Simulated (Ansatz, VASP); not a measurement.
## C: VASP beside Ansatz

INCAR

```
PREC = Accurate
ENCUT = 520
EDIFF = 1E-6
ISMEAR = 0
SIGMA = 0.1
LREAL = False
LASPH = True
NELM = 80
ALGO = Normal
ISIF = 2
LWAVE = False
LCHARG = True
LDIPOL = True
IDIPOL = 3
DIPOL = 0.5 0.5 0.500
GGA = PE
LELF = True
LVHAR = True
LVACPOTAV = True
NBANDS = 11
```

The input KPOINTS:

```
Automatic mesh
0
Gamma
  21 21 1
```

The input POSCAR:

```
C
1.0
    2.2200000000      0.0000000000      0.0000000000
   -1.1100000000      1.9225763964      0.0000000000
    0.0000000000      0.0000000000     28.0000000000
C
2
Direct
    0.3333333333      0.6666666667      0.5000000000
    0.6666666667      0.3333333333      0.5000000000
```

Input for Ansatz:

```yaml
crystal:
  lattice:
    - [2.22, 0.0, 0.0]
    - [-1.11, 1.9225763964, 0.0]
    - [0.0, 0.0, 28.0]
  atoms:
    - { symbol: C, position: [0.3333333333, 0.6666666667, 0.5] }
    - { symbol: C, position: [0.6666666667, 0.3333333333, 0.5] }
  periodic: [true, true, false]
basis:
  ecutwfc: 420
kpoints:
  mp_grid: { grid: [21, 21, 1] }
hamiltonian:
  xc: pbe
scf:
  occupations: { method: gaussian, width: 0.1 }
output:
  forces: true
  stress: true
  eigenvalues: true
```

Alike in both runs: task single point; functional PBE; k mesh 21 × 21 × 1; occupations gaussian, width 0.1 eV; no spin polarisation.

|  | VASP | Ansatz |
| --- | --- | --- |
| version | VASP 6.6.1 | Ansatz 0.2.0 |
| potentials or method | VASP PAW PBE potentials, release 64 (C) | scalar-relativistic, plane waves, PAW |
| plane-wave cutoff (eV) | 520 | 420 |
| valence electrons in the cell | 8 | 8 |

|  | VASP | Ansatz | Ansatz less VASP |
| --- | --- | --- | --- |
| gap on the k mesh at the Fermi level (eV) | none | none | - |
| work function, face that differs most (eV) | 3.20 | 3.20 | +0.002 |

A gap of «none» marks a metal or a gap that the smearing closes.
